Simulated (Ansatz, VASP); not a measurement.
**Al in VASP and in Ansatz**

```
Al
1.0
     2.74003    0.00000    0.00000
    -1.37002    2.37294    0.00000
     0.00000    0.00000    9.09332
Al
4
Direct
  0.00000 0.00000 0.00000
  0.00000 0.00000 0.50000
  0.33333 0.66667 0.25000
  0.66667 0.33333 0.75000
```

Alike in both runs: task single point; functional revPBE; k mesh 14 × 14 × 4; occupations fermi-dirac, width 0.1 eV; no spin polarisation.

|  | VASP | Ansatz |
| --- | --- | --- |
| version | VASP 6.6.1 | Ansatz 0.2.0 |
| potentials or method | VASP PAW PBE potentials, release 64 (Al) | plane waves (420 eV) with PAW, scalar-relativistic |
| plane-wave cutoff (eV) | 520 | 420 |
| valence electrons in the cell | 12 | 12 |

Ansatz gave:

```
pressure (GPa)                                  : 12.8
largest component of the traceless stress (GPa) : 0.41
```

Q: Estimate VASP's values.

A: Pressure (GPa): 12.6; largest component of the traceless stress (GPa): 0.41.

Caveats: the PAW data sets were made with another functional, which shifts forces and pressure a little (VASP).
